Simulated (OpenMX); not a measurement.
## ZnS (Wurtzite-2H) under changes of volume

One of the cells (19.603 Å³/atom); the others are scaled copies at fixed shape and fractional positions:

```xyz
4
Lattice="3.8110 0.0000 0.0000 -1.9055 3.3004 0.0000 0.0000 0.0000 6.2340" Properties=species:S:1:pos:R:3 pbc="T T T"
Zn    1.9055    1.1001    3.1170
Zn    0.0000    2.2003    0.0000
S     1.9055    1.1001    5.5171
S     0.0000    2.2003    2.4001
```

```yaml
Program: OpenMX 3.8.5
Functional: PBE
Potentials_or_basis: OpenMX 2013 PBE set, Zn6.0H-s2p2d1, S7.0-s2p2d1, fixed grid of 45 × 45 × 84 points
k_mesh: 9 × 9 × 5
Occupations: fermi-dirac, width 0.05 eV
Spin: no spin polarisation
```

```tsv
volume (Å³/atom)	energy over the lowest point (meV/atom)	gap on the mesh (eV)	largest force (eV/Å)
18.427	88.76	2.88	0.517
18.819	61.98	2.75	0.483
19.211	40.65	2.63	0.451
19.603	24.28	2.52	0.419
19.995	?	?	?
20.387	4.25	2.30	0.368
20.779	0.00	2.20	0.342
```

Task: What does the run at 19.995 Å³/atom give?

Result: Energy over the lowest point 12.23 meV/atom; gap on the mesh 2.41 eV; largest force 0.392 eV/Å.

Worked out: A Birch-Murnaghan fit of order 3 (a polynomial in V^(-2/3)) to the other rows has its minimum at 21.10 Å³/atom, just outside them, with B0 = V·E''(V) = 67 GPa and B' = 4.2 at fixed shape and positions, which overstates the stiffness. It gives 12.25 meV/atom at 19.995 Å³/atom, against the run's 12.23. A straight line through the other rows of the gap, of slope -5.64 eV per unit of ln V (its deformation potential), gives 2.41 eV, against the run's 2.41.

Energies are extrapolated to zero smearing.

Caveats: the transition metal has a single d function, too few for pressures, volumes and moments; the basis of atomic orbitals isn't converged, which shifts pressures, moduli and gaps.
